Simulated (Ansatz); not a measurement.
**Nb: what relativity and spin–orbit coupling change**

```yaml
crystal:
  lattice:
    - [-1.66395, 1.66395, 1.66395]
    - [1.66395, -1.66395, 1.66395]
    - [1.66395, 1.66395, -1.66395]
  atoms:
    - { symbol: Nb, position: [0.00000, 0.00000, 0.00000] }
```

The conventional cell has a = 3.328 Å, b = 3.328 Å, c = 3.328 Å, α = 90.00°, β = 90.00°, γ = 90.00°. Around Nb (atom 1) lie 8 Nb at 2.88 Å.

The cell is COD entry 4111969, as deposited and not checked against the literature; nothing was relaxed. It differs from other determinations.

One fixed cell is solved with PBE by LAPW (all electrons) in Ansatz 0.2.0 under different relativistic treatments. Pressure is positive in compression.

Numerical set-up: a Γ-centred 15×15×15 k mesh, Fermi–Dirac smearing of 0.03 eV, basis error target 1 meV/atom, no spin polarisation.

| setting | P (GPa) |
| --- | --- |
| scalar-relativistic | -2.49 |
| non-relativistic | ? |
| with spin–orbit coupling | -2.47 |
| scalar-relativistic, point nuclei | -2.50 |
| scalar-relativistic, inner shells corrected to Dirac | -2.49 |

Task: What belongs in the row "non-relativistic", column "P (GPa)"?

Result: -1.78.
